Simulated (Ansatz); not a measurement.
# TiO2 (P1) in Ansatz: relaxation of cell and atoms with PBE+D4

Aim: the relaxation of cell and atoms of TiO2 with PBE+D4.

Everything below comes from runs of Ansatz 0.2.0. Logs are shortened: lines on timing, memory, paths and dates and some standing lists are left out, and cuts for length are marked.

## Step 1: Starting point

The typed cell holds 9 atoms: a = 2.968 Å, b = 4.708 Å, c = 7.241 Å, α = 88.08°, β = 78.18°, γ = 90.00°.

The cell comes from a database or a generator and needn't be the stable form of this composition.

## Step 2: Relaxation of cell and atoms, PBE+D4

Contents of input.yaml:

```yaml
crystal:
  lattice:
    - [2.9682645463, 0.0, 0.0]
    - [0.0002080834, 4.7076067549, 0.0]
    - [1.4835696211, 0.242353462, 7.0834647979]
  atoms:
    - { symbol: Ti, position: [0.00337187, 0.00038881, 0.00070319] }
    - { symbol: Ti, position: [0.34464021, 0.48025965, 0.31695987] }
    - { symbol: Ti, position: [0.66170814, 0.52047436, 0.68449636] }
    - { symbol: O, position: [0.44003816, 0.18543769, 0.1285388] }
    - { symbol: O, position: [0.77792634, 0.29772875, 0.45187807] }
    - { symbol: O, position: [0.10123624, 0.30895342, 0.80624322] }
    - { symbol: O, position: [0.90649721, 0.69183699, 0.19517157] }
    - { symbol: O, position: [0.22940715, 0.70300728, 0.54951473] }
    - { symbol: O, position: [0.56802567, 0.81530006, 0.87282718] }
hamiltonian:
  xc: pbe
  pseudopotentials: { kind: paw }
  dispersion: d4
kpoints:
  mp_grid: { grid: [9, 6, 4] }
scf:
  occupations: { method: fermi_dirac, width: 0.05 }
output:
  forces: true
  stress: true
  eigenvalues: true
relax:
  f_tol: 0.01
  max_steps: 40
  cell: { stress_tol: 0.05 }
```

Potentials or basis: Ansatz PAW.

Started as:

```console
$ ansatz run input.yaml --threads 4 --pin off --max-ram 11264MiB --backend cpu --events-out ev --progress --plain --runs-dir out
```

Output:

```text
Warning: RAYON_NUM_THREADS=4 ignored (pool sized by the plan → 4); use --threads N
Engine: ansatz 0.2.0, x86_64-unknown-linux-gnu
Pseudopotentials: kind: paw
Pseudopotential: Ti, paw, valence charge 12, recommended cutoff 420 eV (normal), Ti.paw.azcp
Pseudopotential: O, paw, valence charge 6, recommended cutoff 420 eV (normal), O.paw.azcp
Functional definition: PBE
  parameter kappa = 0.804
  parameter beta = 0.06672455060314922
  exchange = pbe_x(kappa = kappa, mu = beta*pi^2/3)
  correlation = pbe_c(beta = beta)
Crystal: 9 atoms, lattice volume = 98.980 Å³
Basis set: ecut = 420 eV, 1911 PW (Γ), exchange–correlation on 40×64×100 points (8 copies of the dense FFT grid, shifted against one another)
Bands: 45, of which v1, the nominal top of the filled ones, is band 36 counted from 1 (35 counted from 0)
Symmetry: 1 space group operations
Space group: P1 (ITA 1), of the structure as read, at distance tolerance 4.6e-5 Å
k-points: 110 of 216 (time reversal used)
Non-local potential: Ti, projectors of the file, l = 0: 3, l = 1: 2, l = 2: 3, l = 3: 1
Non-local potential: O, projectors of the file, l = 0: 2, l = 1: 2, l = 2: 1
PAW form: soft (Blöchl's): semilocal exchange-correlation on the pseudo side does not see the compensation charge
PAW one-centre angular grid: Ti, 590 points (default); XC on 64 Gauss nodes
PAW one-centre angular grid: O, 110 points (default); XC on 64 Gauss nodes
Initial density: superposition of atomic densities (neutral atoms: chi_scale 0, normalization atom), corrected by the library's trained network
Initial wavefunctions: pseudopotential atomic-orbital guess
Functional: x = pbe(κ = 0.804, μ = 0.2195149727645171), c = pbe(β = 0.06672455060314922)
SCF iter   1: F=—  HF=-10917.478535 eV  |F-HF|=—  |Δ(HF+E_count)|=         —  Δρ=3.34e-3  dr2=8.35e-3  ethr=1.77e-3  ⟨swp⟩=5.2  Hψ=19471  notcnv=0
preconditioner: auto → Resta (q_TF=auto, 2.587 Å⁻¹)  ε∞=8.5  [insulator: Δε(μ)=2.250 eV  Ē_g=9.418 eV  σ=0.050 eV  W_gap=1.00  n_scr=30 (ndim 8)  ℏωp=25.9 eV  f_vac=0.074  D(μ)=0.00/eV (n_scr^D=0)  ε∞_Penn≈8.5]
SCF iter   2: F=—  HF=-10917.479092 eV  |F-HF|=—  |Δ(HF+E_count)|=   5.58e-4  Δρ=1.86e-3  dr2=1.71e-3  ethr=1.16e-5  ⟨swp⟩=2.4  Hψ=7913  notcnv=0
SCF iter   3: F=—  HF=-10917.479455 eV  |F-HF|=—  |Δ(HF+E_count)|=   3.63e-4  Δρ=9.42e-4  dr2=6.54e-4  ethr=2.38e-6  ⟨swp⟩=2.0  Hψ=6744  notcnv=0
SCF iter   4: F=—  HF=-10917.479589 eV  |F-HF|=—  |Δ(HF+E_count)|=   1.34e-4  Δρ=2.39e-4  dr2=7.39e-5  ethr=9.09e-7  ⟨swp⟩=2.0  Hψ=6629  notcnv=0
SCF iter   5: F=—  HF=-10917.479653 eV  |F-HF|=—  |Δ(HF+E_count)|=   6.39e-5  Δρ=1.23e-4  dr2=1.42e-5  ethr=1.03e-7  ⟨swp⟩=2.0  Hψ=6721  notcnv=0
SCF iter   6: F=—  HF=-10917.479657 eV  |F-HF|=—  |Δ(HF+E_count)|=   3.92e-6  Δρ=6.14e-5  dr2=4.43e-6  ethr=1.97e-8  ⟨swp⟩=2.0  Hψ=6774  notcnv=0
SCF iter   7: F=—  HF=-10917.479657 eV  |F-HF|=—  |Δ(HF+E_count)|=   4.33e-7  Δρ=2.12e-5  dr2=5.13e-7  ethr=6.16e-9  ⟨swp⟩=2.0  Hψ=6691  notcnv=0
SCF iter   8: F=—  HF=-10917.479658 eV  |F-HF|=—  |Δ(HF+E_count)|=   2.52e-7  Δρ=1.70e-5  dr2=2.87e-7  ethr=7.13e-10  ⟨swp⟩=2.0  Hψ=7371  notcnv=0
SCF iter   9: F=-10917.479658 eV  HF=-10917.479658 eV  |F-HF|=4.15e-9  |Δ(HF+E_count)|=   1.57e-9  Δρ=4.50e-6  dr2=2.05e-8  ethr=1.39e-10  ⟨swp⟩=6.8  Hψ=20795  notcnv=0
SCF 1 converged in 9 iterations: F = -10917.479658 eV  dr2 = 2.05e-8
relax step   1: F+E_penalty+E_count = -10917.47965763 eV  Δ(F+E_penalty+E_count) = +0.000e0 eV  max|allowed force component| = 7.504e-2 eV/Å  Δτ_max = 0.0000 Å  P = +0.099 GPa  Ω = 98.980 Å³  (9 SCF iters, dr2 threshold 1.00e-7 eV, accepted)
Crystal: 9 atoms, lattice volume = 98.897 Å³
Initial density: handed on by an earlier stage of this run
Initial wavefunctions: those handed on with the density
iter 1 solved again at ethr=3.70e-7 eV; its pass at ethr=3.10e-3 eV (dr2=2.66e-4 eV) is discarded
[... 47 lines left out ...]
preconditioner: auto → Resta (q_TF=auto, 2.587 Å⁻¹)  ε∞=8.5  [insulator: Δε(μ)=2.267 eV  Ē_g=9.431 eV  σ=0.050 eV  W_gap=1.00  n_scr=30 (ndim 8)  ℏωp=25.9 eV  f_vac=0.075  D(μ)=0.00/eV (n_scr^D=0)  ε∞_Penn≈8.5]
SCF iter   2: F=—  HF=-10917.480650 eV  |F-HF|=—  |Δ(HF+E_count)|=   6.41e-5  Δρ=3.40e-5  dr2=5.28e-8  ethr=2.63e-10  ⟨swp⟩=2.0  Hψ=8618  notcnv=0
SCF iter   3: F=—  HF=-10917.480665 eV  |F-HF|=—  |Δ(HF+E_count)|=   1.45e-5  Δρ=7.24e-6  dr2=4.01e-8  ethr=7.33e-11  ⟨swp⟩=2.0  Hψ=7590  notcnv=0
SCF iter   4: F=—  HF=-10917.480665 eV  |F-HF|=—  |Δ(HF+E_count)|=   1.28e-7  Δρ=9.57e-7  dr2=8.99e-10  ethr=5.56e-11  ⟨swp⟩=2.0  Hψ=6885  notcnv=0
SCF iter   5: F=—  HF=-10917.480665 eV  |F-HF|=—  |Δ(HF+E_count)|=  1.31e-10  Δρ=6.13e-7  dr2=3.19e-10  ethr=1.25e-12  ⟨swp⟩=2.0  Hψ=6926  notcnv=0
SCF iter   6: F=—  HF=-10917.480665 eV  |F-HF|=—  |Δ(HF+E_count)|=   1.55e-9  Δρ=4.49e-7  dr2=1.73e-10  ethr=1.00e-12  ⟨swp⟩=2.0  Hψ=6803  notcnv=0
SCF iter   7: F=-10917.480665 eV  HF=-10917.480665 eV  |F-HF|=3.64e-12  |Δ(HF+E_count)|=  1.29e-10  Δρ=1.91e-7  dr2=1.86e-11  ethr=1.00e-12  ⟨swp⟩=3.1  Hψ=18111  notcnv=0
SCF 6 converged in 7 iterations: F = -10917.480665 eV  dr2 = 1.86e-11
relax step   6: F+E_penalty+E_count = -10917.48066514 eV  Δ(F+E_penalty+E_count) = +9.122e-5 eV  max|allowed force component| = 6.450e-3 eV/Å  Δτ_max = 0.0000 Å  P = -0.010 GPa  Ω = 98.957 Å³  stress off target by 4.02e-2 GPa  SCF on the basis re-selected at this cell (its energy is not comparable with the rows above)  (7 SCF iters)
basis re-selected at this cell: Δ(F+E_penalty+E_count) = +9.122e-5 eV, ΔP = -0.001 GPa vs the last step (what re-selecting the basis moved, of the pressure what is left beyond the Pulay correction that the steps carried, after the strain that the cell walked since its last selection, with what the two solves' SCF thresholds leave and, on support functions, any second-order correction that the steps lacked; it is no measure of the basis error at this ecutwfc). This SCF's stress stands 4.02e-2 GPa from its target on what of the cell is left free (relax.cell.stress_tol is 5.00e-2 GPa) and its largest allowed force component is 6.45e-3 eV/Å (relax.f_tol is 1.00e-2 eV/Å): within both
SCF converged after 7 iterations
Free energy (F): -10917.480665 eV
Harris-Foulkes:  -10917.480665 eV  (|F-HF|=3.64e-12)
Internal energy: -10917.480665 eV  (E = F + TS)
E sigma→0 (E₀):  -10917.480665 eV
Fermi energy:    9.071596 eV
--- Per-component energies (eV) ---
  E_band       = -651.315695
  E_kinetic    = 1869.979174
  E_local      = -5206.097573  (includes V_loc(G=0)·N_el)
  E_nonlocal   = 294.820139
  E_hartree    = 2019.732176
  E_xc         = -739.144955
  E_vxc        = -936.077494  (∫ρ·V_xc dr)
  E_paw        = -4082.783878  (= ΣΔE_a)
  E_vpaw       = -713.419679  (= ΣTr[D̂ρ^β])
  E_aug_tail   = 0.015368  (compensation charges beyond the density's cutoff)
  E_ewald      = -5072.269643
  E_disp       = -1.731473  (pairwise vdW)
  E_smearing   = -0.000000  (= −TS)
  E_closure    = 0.000000  (closes the sum)
  Σ components = -10917.480665   (vs F -10917.480665, Δ=0.00e0)
--- Forces (eV/Å), atoms counted from 1 ---
  atom   1  Ti     0.00004548    -0.00002001     0.00009520
  atom   2  Ti    -0.00011685     0.00080370     0.00534492
  atom   3  Ti     0.00007834    -0.00078815    -0.00537419
  atom   4  O      0.00002511    -0.00448902    -0.00645047
  atom   5  O     -0.00000548    -0.00052270    -0.00170483
  atom   6  O     -0.00004430    -0.00522128     0.00614655
  atom   7  O      0.00006239     0.00525109    -0.00619168
  atom   8  O      0.00000391     0.00052891     0.00178036
  atom   9  O     -0.00004856     0.00445712     0.00635395
  max |Σ_I F_I| component: 3.35e-7 eV/Å
--- Stress (GPa, compression-positive) ---
       -0.040185       0.000543       0.000793
        0.000543       0.000424      -0.010283
        0.000793      -0.010283       0.010546
  P = ⅓ Tr σ = -0.0097 GPa (-0.097 kbar)
--- Band table (eV; the first three rows and the last of 110) ---
  k-point 0: bands = ["-48.7180", "-48.5826", "-48.5476", "-25.0148", "-25.0092", "-24.9419", "-24.8272", "-24.8179", "-24.7780", "-24.7031", "-24.6852", "-24.6304", "-9.9334", "-8.9740", "-8.8903", "-8.3818", "-8.3548", "-8.0367", "2.9850", "3.1989", "3.5311", "3.6786", "4.2595", "4.3989", "4.7242", "4.7320", "4.7921", "5.3576", "5.8775", "6.3160", "6.3650", "7.0267", "7.5012", "7.5865", "7.6740", "7.8967", "10.2156", "10.6166", "10.7482", "10.8643", "11.0771", "11.1240", "11.3539", "11.6676", "12.5423"]
  k-point 1: bands = ["-48.7179", "-48.5827", "-48.5476", "-25.0373", "-24.9919", "-24.9264", "-24.8319", "-24.8273", "-24.7677", "-24.7097", "-24.6847", "-24.6307", "-9.8405", "-9.2326", "-8.8414", "-8.3514", "-8.2303", "-8.0690", "2.8089", "3.2204", "3.4193", "3.9273", "4.2682", "4.3634", "4.3902", "4.7104", "5.2015", "5.5784", "5.9695", "6.2821", "6.5436", "7.0179", "7.3047", "7.3316", "7.4716", "7.9482", "10.3011", "10.7048", "10.7467", "10.7817", "10.9964", "11.0442", "11.3285", "11.8760", "12.5288"]
  k-point 2: bands = ["-48.7179", "-48.5828", "-48.5475", "-25.0481", "-24.9852", "-24.9109", "-24.8436", "-24.8274", "-24.7606", "-24.7168", "-24.6842", "-24.6311", "-9.6047", "-9.5601", "-8.8432", "-8.2934", "-8.1394", "-8.1185", "2.6462", "3.2418", "3.5475", "3.9044", "4.1284", "4.2776", "4.3819", "4.6888", "5.5991", "5.9663", "6.2012", "6.2820", "6.3487", "6.7947", "7.0590", "7.1055", "7.6654", "7.7880", "10.3521", "10.6049", "10.7654", "10.9144", "10.9550", "11.1034", "11.1424", "12.0740", "12.4641"]
  k-point 109: bands = ["-48.6797", "-48.5299", "-48.5238", "-25.2535", "-25.1263", "-25.1202", "-24.8951", "-24.8846", "-24.7891", "-24.7597", "-24.7292", "-24.7279", "-8.9204", "-8.8400", "-8.5984", "-8.4630", "-8.3360", "-8.2153", "3.3043", "3.4667", "3.8480", "3.9439", "4.1851", "4.4071", "4.4909", "4.8400", "5.1011", "5.6351", "5.8673", "5.9996", "6.1630", "6.2856", "6.5082", "6.6318", "6.8958", "7.1736", "10.5057", "10.6158", "11.0943", "11.2908", "11.3985", "11.5021", "11.6253", "11.9044", "12.0130"]
--- Relaxed structure (5 steps of the walk, 5 accepted, 1 SCFs on fresh bases) ---
  F+E_penalty+E_count = -10917.48066514 eV   max|allowed force component| = 6.450e-3 eV/Å   (the final SCF, on the basis selected at the relaxed cell)
  cell:  # Å, volume = 98.9574 Å³
    - [2.965293912932428, -7.271535264604177e-5, 0.00011344978284582185]
    - [9.25500910770494e-5, 4.702584281681775, -0.01005483147280073]
    - [1.4823496669357372, 0.22692919013655385, 7.096065582771726]
  atoms:
    - { symbol: Ti, position: [0.003413500799361076, 0.00037713172557060035, 0.0007024012016877824] }
    - { symbol: Ti, position: [0.34525247902192147, 0.482648549335621, 0.3175822519951662] }
    - { symbol: Ti, position: [0.6620791029828067, 0.5181038922066402, 0.6838230634886437] }
    - { symbol: O, position: [0.4401742253173535, 0.1875950745458464, 0.1277133545483345] }
    - { symbol: O, position: [0.7784959893448558, 0.2970623940345599, 0.4510747672127343] }
    - { symbol: O, position: [0.10181395089869777, 0.3061813404452292, 0.804463350118587] }
    - { symbol: O, position: [0.9055662922793619, 0.6945709258255888, 0.19694495894502848] }
    - { symbol: O, position: [0.22887173282318524, 0.7036903240809098, 0.550333150987739] }
    - { symbol: O, position: [0.5671837165324558, 0.8131573778000355, 0.8736956915020797] }
```

Run time: 70 s. Hardware: 4 threads of Intel Xeon Platinum 8259CL at 2.50GHz (Skylake/Cascade Lake), shared host; peak memory 0.72 GiB.

What came out:

- Free energy: -10917.4807 eV
- Relaxed volume: 11.00 Å³/atom
- Relaxed cell: a = 2.965 Å, b = 4.703 Å, c = 7.253 Å, α = 88.33°, β = 78.20°, γ = 90.00°
- Space group after relaxing (to 0.05 Å): C2/m (No. 12)
- Energy gained by relaxing: 0.1 meV/atom
- Ionic steps: 6
- Pressure after relaxing: 0.0 GPa
- Largest force after relaxing: 0.008 eV/Å
- Band gap on the k mesh: 2.27 eV, indirect (least direct gap 2.32 eV)

Forces in eV/Å, atoms in the order of the input:
```
Ti   0.000  0.000  0.000
Ti   0.000  0.001  0.005
Ti   0.000 -0.001 -0.005
O    0.000 -0.004 -0.006
O    0.000 -0.001 -0.002
O    0.000 -0.005  0.006
O    0.000  0.005 -0.006
O    0.000  0.001  0.002
O    0.000  0.004  0.006
```

The path:
```csv
step,energy change (eV),largest force (eV/Å),volume (Å³)
1,0.0000,0.0751,98.98
2,-0.0010,0.0334,98.90
3,-0.0009,0.0166,98.95
4,-0.0010,0.0170,98.96
5,-0.0011,0.0081,98.96
6,-0.0010,0.0081,98.96
```

Final structure:
```
Ti O
1.0
     2.96529   -0.00007    0.00011
     0.00009    4.70258   -0.01005
     1.48235    0.22693    7.09607
Ti O
3 6
Cartesian
  0.0112 0.0019 0.0050
  1.4946 2.3417 2.2488
  2.9770 2.5916 4.8473
  1.4946 0.9111 0.9044
  2.9771 1.4993 3.1980
  1.4944 1.6224 5.7055
  2.9773 3.3109 1.3907
  1.4945 3.4340 3.8982
  2.9771 4.0222 6.1917
```

Caveat: odd divisions of the mesh miss points on the zone boundary, where band edges often lie, so the gap on the mesh can be too wide; the plane-wave basis is chosen anew once the cell has moved, so the energies of steps on either side of that aren't comparable; the pressure holds a Pulay correction of +0.7 GPa for the finite cutoff.
